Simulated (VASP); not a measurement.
# Al2Cu (I4/mcm) in VASP: elastic constants with PBE

Aim: the elastic constants of Al2Cu with PBE.

Program: VASP 6.6.1. These are calculated values, not measurements. Logs are shortened: lines on timing, memory, paths and dates and some standing lists are left out, and cuts for length are marked.

## (1) The structure

It takes space group I4/mcm (No. 140, tetragonal). The conventional cell has a = 6.063 Å, b = 6.063 Å, c = 4.876 Å, α = 90.00°, β = 90.00°, γ = 90.00°. Al (site symmetry m2m) is surrounded by 4 Cu at 2.59 Å and 3 Al at 2.72 to 2.90 Å. Cu (site symmetry 422) has 2 Cu at 2.44 Å and 8 Al at 2.59 Å as nearest neighbours.

The cell was built by a generator and needn't be a form met in nature.

## (2) Elastic constants, PBE

POSCAR reads:

```
Al2Cu
1.0
   -3.0317141466      3.0317141466      2.4379050359
    3.0317141466     -3.0317141466      2.4379050359
    3.0317141466      3.0317141466     -2.4379050359
  Al              Cu
     4     2
Direct
     0.6583402817178154    0.1583402817178154    0.8166805634356380
     0.1583402817178154    0.3416597182821846    0.5000000000000000
     0.3416597182821846    0.8416597182821846    0.1833194365643620
     0.8416597182821846    0.6583402817178154    0.5000000000000000
     0.2500000000000000    0.2500000000000000    0.0000000000000000
     0.7500000000000000    0.7500000000000000    0.0000000000000000
```

INCAR.step1 reads:

```
SYSTEM = Al2Cu
  ALGO = Fast
  EDIFF = 1E-8
  EDIFFG = -0.002
  ENCUT = 600
  GGA = PE
  IBRION = 2
  ISIF = 3
  ISMEAR = 1
  KPAR = 16
  LASPH = .True.
  LCHARG = .False.
  LREAL = .False.
  LWAVE = .False.
  NELM = 100
  NSW = 40
  PREC = Accurate
  SIGMA = 0.2
```

INCAR.step2 reads:

```
SYSTEM = Al2Cu
  ALGO = Fast
  EDIFF = 1E-8
  ENCUT = 600
  GGA = PE
  IBRION = 6
  ISIF = 3
  ISMEAR = 1
  KPAR = 16
  LASPH = .True.
  LCHARG = .False.
  LREAL = .False.
  LWAVE = .False.
  NELM = 100
  NFREE = 2
  NSW = 1
  POTIM = 0.015
  PREC = Accurate
  SIGMA = 0.2
```

KPOINTS reads:

```
k-points
0
Gamma
  18 18 18
  0 0 0
```

Potentials or basis: VASP PAW PBE potentials, release 64 (Al, Cu).

On the command line:

```console
$ cat potpaw_PBE.64/Al/POTCAR potpaw_PBE.64/Cu/POTCAR > POTCAR
$ cp INCAR.step1 INCAR
$ mpirun -np 16 vasp_std > vasp.out
$ cp CONTCAR POSCAR
$ cp INCAR.step2 INCAR
$ mpirun -np 16 vasp_std > vasp.out
```

OUTCAR:

```text
SYSTEM = Al2Cu
   EDIFF = 1E-8
   ENCUT = 600
   GGA = PE
   IBRION = 6
   ISIF = 3
   ISMEAR = 1
   LASPH = .True.
   LREAL = .False.
   NELM = 100
   NFREE = 2
   NSW = 1
   POTIM = 0.015
   PREC = Accurate

 ion  position               nearest neighbor table
   1  0.658  0.158  0.817-   5 2.59   6 2.59   5 2.59   6 2.59   3 2.72   3 2.90   3 2.90   2 3.10
                             4 3.10   4 3.10   2 3.10   2 3.23   4 3.23   4 3.23   2 3.23
   2  0.158  0.342  0.500-   6 2.59   5 2.59   5 2.59   6 2.59   4 2.72   4 2.90   4 2.90   1 3.10
                             3 3.10   1 3.10   3 3.10   1 3.23   3 3.23   3 3.23   1 3.23
   3  0.342  0.842  0.183-   5 2.59   6 2.59   5 2.59   6 2.59   1 2.72   1 2.90   1 2.90   4 3.10
                             2 3.10   2 3.10   4 3.10   4 3.23   2 3.23   4 3.23   2 3.23
   4  0.842  0.658  0.500-   5 2.59   6 2.59   6 2.59   5 2.59   2 2.72   2 2.90   2 2.90   1 3.10
                             3 3.10   1 3.10   3 3.10   1 3.23   3 3.23   1 3.23   3 3.23
   5  0.250  0.250  0.000-   6 2.44   6 2.44   1 2.59   3 2.59   1 2.59   3 2.59   2 2.59   4 2.59
                             4 2.59   2 2.59
   6  0.750  0.750  0.000-   5 2.44   5 2.44   1 2.59   3 2.59   1 2.59   3 2.59   4 2.59   4 2.59
                             2 2.59   2 2.59

  LATTYP: Found a body centered tetragonal cell.
 ALAT       =     6.0636535542
 C/A-ratio  =     0.8042315158

  Lattice vectors:

 A1 = (  -3.0318267771,   3.0318267771,   2.4382906446)
 A2 = (   3.0318267771,  -3.0318267771,   2.4382906446)
 A3 = (   3.0318267771,   3.0318267771,  -2.4382906446)

Analysis of symmetry for initial positions (statically):
=====================================================================
 Subroutine PRICEL returns:
 Original cell was already a primitive cell.

 Routine SETGRP: Setting up the symmetry group for a
 body centered tetragonal supercell.

 Subroutine GETGRP returns: Found 16 space group operations
 (whereof  8 operations were pure point group operations)
 out of a pool of 16 trial point group operations.

The static configuration has the point symmetry C_4h.
 The point group associated with its full space group is D_4h.

Analysis of symmetry for dynamics (positions and initial velocities):
=====================================================================
 Subroutine PRICEL returns:
 Original cell was already a primitive cell.

 Routine SETGRP: Setting up the symmetry group for a
 body centered tetragonal supercell.

 Subroutine GETGRP returns: Found 16 space group operations
 (whereof  8 operations were pure point group operations)
 out of a pool of 16 trial point group operations.

The dynamic configuration has the point symmetry C_4h.
 The point group associated with its full space group is D_4h.

 Subroutine INISYM returns: Found 16 space group operations
 (whereof  8 operations are pure point group operations),
 and found     1 'primitive' translations

----------------------------------------------------------------------------------------

                                     Primitive cell

  volume of cell :      89.6508

  direct lattice vectors                    reciprocal lattice vectors
    -3.031826777  3.031826777  2.438290645     0.000000000  0.164917074  0.205061690
     3.031826777 -3.031826777  2.438290645     0.164917074  0.000000000  0.205061690
     3.031826777  3.031826777 -2.438290645     0.164917074  0.164917074  0.000000000

  length of vectors
     4.932464747  4.932464747  4.932464747     0.263150029  0.263150029  0.233227962

[... 146 lines left out ...]
  -------------------------------------------------------------------------------------
  Total       -0.0047917     -0.0047917      0.0002955      0.0000000      0.0000000      0.0000000
  in kB       -0.0856337     -0.0856337      0.0052809      0.0000000      0.0000000      0.0000000
  external PRESSURE =      -0.0553288 kB  Pullay stress =       0.0000000 kB
[... 101 lines left out ...]
  FREE ENERGIE OF THE ION-ELECTRON SYSTEM (eV)
  ---------------------------------------------------
  free  energy   TOTEN  =       -23.3669786988 eV

  energy  without entropy=      -23.3666220421  energy(sigma->0) =      -23.36685981

[... ionic steps 4 to 18 ...]

--------------------------------------- Ionic step       19  -------------------------------------------

 number of electron      33.9999984 magnetization

------------------------ aborting loop because EDIFF is reached ----------------------------------------
[... 75 lines left out ...]
--------------------------------------- Ionic step       21  -------------------------------------------

 number of electron      33.9999986 magnetization

 Free energy of the ion-electron system (eV)
  ---------------------------------------------------
  ext. energy  EPLUGINS =         0.00000000
  ---------------------------------------------------
  free energy    TOTEN  =       -23.37752644 eV

  energy without entropy =      -23.37749608  energy(sigma->0) =      -23.37751632

 E-fermi :   7.9273     XC(G=0): -10.8459

 val. band max:        7.9250739340   @ k =  -0.3333   0.2778  -0.2222
 cond. band min:       7.9281474509   @ k =  -0.3333   0.2222  -0.0556
 fundamental gap:      0.0030735169
 Fermi energy:         7.9272825517

 k-point     1 :       0.0000    0.0000    0.0000
  band No.  band energies     occupation
      1      -2.7828      2.00000
      2       2.6555      2.00000
      3       2.8654      2.00000
      4       2.8654      2.00000
      5       2.8912      2.00000
      6       3.7709      2.00000
[... 565 lines left out ...]
     20       9.2640     -0.00000
     21      10.2285     -0.00000

 [... further k-points ...]

------------------------ aborting loop because EDIFF is reached ----------------------------------------

  FORCE on cell =-STRESS in cart. coord.  units (eV):
  Direction    XX          YY          ZZ          XY          YZ          ZX
  --------------------------------------------------------------------------------------
  -------------------------------------------------------------------------------------
  Total        0.0006071      0.0006071      0.0112389     -0.0000000      0.0000000      0.0000000
  in kB        0.0108488      0.0108488      0.2008542     -0.0000001      0.0000000      0.0000000
  external PRESSURE =       0.0741839 kB  Pullay stress =       0.0000000 kB
[... 21 lines left out ...]
  FREE ENERGIE OF THE ION-ELECTRON SYSTEM (eV)
  ---------------------------------------------------
  free  energy   TOTEN  =       -23.3775264394 eV

  energy  without entropy=      -23.3774960840  energy(sigma->0) =      -23.37751632

 INTERNAL STRAIN TENSORS FROM STRAINED CELLS
 ============================================

 INTERNAL STRAIN TENSOR FOR ION    1 for displacements in x,y,z  (eV/Angst):
          X           Y           Z          XY          YZ          ZX
  --------------------------------------------------------------------------------
  x     2.01881    -3.07081     2.03732    -2.65953    -0.00002     0.00011
  y    -3.07049     2.01794     2.03732    -2.66120    -0.00001     0.00010
  z     0.00000     0.00000     0.00000     0.00000     2.64388     2.64167

 INTERNAL STRAIN TENSORS FROM DISPLACED ATOMS
 ============================================

 INTERNAL STRAIN TENSOR FOR ION    1 for displacements in x,y,z  (eV/Angst):
          X           Y           Z          XY          YZ          ZX
  --------------------------------------------------------------------------------
  x     1.94774    -3.10909     1.94195    -2.67047     0.00000     0.00000
  y    -3.10909     1.94774     1.94195    -2.67048     0.00000     0.00000
  z     0.00000     0.00000    -0.00000     0.00000     2.66137     2.66137

 INTERNAL STRAIN TENSOR FOR ION    6 for displacements in x,y,z  (eV/Angst):
          X           Y           Z          XY          YZ          ZX
  --------------------------------------------------------------------------------
  x     0.00000     0.00000     0.00000     0.00000     0.27979     0.00000
  y    -0.00000     0.00000     0.00000     0.00000     0.00000    -0.27979
  z    -0.00000    -0.00000    -0.00000     0.00000     0.00000     0.00000

 Eigenvectors and eigenvalues of the dynamical matrix
 ----------------------------------------------------

   1 f  =    9.330572 THz    58.625711 2PiTHz  311.234368 cm-1    38.588126 meV
             X         Y         Z           dx          dy          dz
      0.960051  3.991877 -0.000000     0.212366   -0.212366   -0.000000
      2.071776  0.960051  0.000000     0.212366    0.212366   -0.000000
      2.071776 -0.960051  2.438291    -0.212366    0.212366   -0.000000
      0.960051  2.071776  2.438291    -0.212366   -0.212366   -0.000000
      0.000000  0.000000  1.219145    -0.000000    0.000000    0.565334
      0.000000  0.000000  3.657436    -0.000000   -0.000000   -0.565334
[... 145 lines left out ...]
  18 f/i=    0.019091 THz     0.119953 2PiTHz    0.636808 cm-1     0.078954 meV
             X         Y         Z           dx          dy          dz
      0.960051  3.991877 -0.000000     0.000000    0.000000   -0.337544
      2.071776  0.960051  0.000000     0.000000    0.000000   -0.337544
      2.071776 -0.960051  2.438291     0.000000    0.000000   -0.337544
      0.960051  2.071776  2.438291     0.000000    0.000000   -0.337544
      0.000000  0.000000  1.219145     0.000000    0.000000   -0.521659
      0.000000  0.000000  3.657436     0.000000    0.000000   -0.521659

--------------------------------------------------------------------------------------------------------

 ELASTIC MODULI CONTR FROM IONIC RELAXATION (kBar)
 Direction    XX          YY          ZZ          XY          YZ          ZX
 --------------------------------------------------------------------------------
 XX        -168.3633    155.5519     21.4228      0.0000     -0.0000     -0.0000
 YY         155.5519   -168.3633     21.4228     -0.0000      0.0000     -0.0000
 ZZ          21.4228     21.4228    -71.6448      0.0000      0.0000      0.0000
 XY           0.0000     -0.0000      0.0000   -141.4170      0.0000     -0.0000
 YZ          -0.0000      0.0000      0.0000      0.0000   -112.1198      0.0000
 ZX          -0.0000     -0.0000      0.0000     -0.0000      0.0000   -112.1198
 --------------------------------------------------------------------------------

 TOTAL ELASTIC MODULI (kBar)
 Direction    XX          YY          ZZ          XY          YZ          ZX
 --------------------------------------------------------------------------------
 XX        1676.8168    711.4790    590.0976      0.0000     -0.0000     -0.0000
 YY         711.4790   1676.8168    590.0976     -0.0000      0.0000     -0.0000
 ZZ         590.0976    590.0976   1763.3185      0.0000      0.0000      0.0000
 XY           0.0000     -0.0000      0.0000    466.1213      0.0000     -0.0000
 YZ          -0.0000      0.0000      0.0000      0.0000    280.5254      0.0000
 ZX          -0.0000     -0.0000      0.0000     -0.0000      0.0000    280.5254
 --------------------------------------------------------------------------------
```

It took 46 min on 16 MPI ranks of Intel Xeon 6975P-C (Granite Rapids), shared host; peak memory 4.5 GiB.

Results:

| Quantity | Value |
| --- | --- |
| Voigt bulk modulus | 99 GPa |
| Highest phonon frequency at Γ, LO-TO splitting left out | 311 cm⁻¹ |

Phonon frequencies in cm⁻¹ (negative: imaginary):
```
              q point                                                         frequencies
(0.000, 0.000, 0.000)  -1 0 0 135 135 140 140 178 183 209 238 244 244 270 275 283 283 311
```

Elastic tensor in Voigt notation (GPa, in the Cartesian axes of the cell as first typed):
```
168  71  59   0   0   0
 71 168  59   0   0   0
 59  59 176   0   0   0
  0   0   0  28   0   0
  0   0   0   0  28   0
  0   0   0   0   0  47
```

Clamped-ion elastic tensor (GPa):
```
185  56  57   0   0   0
 56 185  57   0   0   0
 57  57 183   0   0   0
  0   0   0  39   0   0
  0   0   0   0  39   0
  0   0   0   0   0  61
```
